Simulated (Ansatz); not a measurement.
SnO₂: what each run costs

Cell: 12 atoms, space group Imma, a = 5.820 Å, b = 5.820 Å, c = 5.820 Å, α = 112.13°, β = 108.15°, γ = 108.16°.

All runs are DFT with Ansatz 0.2.0 on 1 thread of Arm Neoverse V2 (aarch64; 8 cores open to the job, memory cap 2.5 GiB, no GPU), a shared host.

(1) Rank the runs by wall time, shortest first.
A. single point, r2SCAN, 500 eV, 5×5×5 k-points, smearing 0.02 eV
B. single point, PBE, 300 eV, 5×5×5 k-points, smearing 0.02 eV
C. single point, PBE, 420 eV, 5×5×5 k-points, smearing 0.02 eV

Results:

(1) B (14 s, 0.47 GiB), C (21 s, 0.53 GiB), A (40 s, 0.9 GiB).
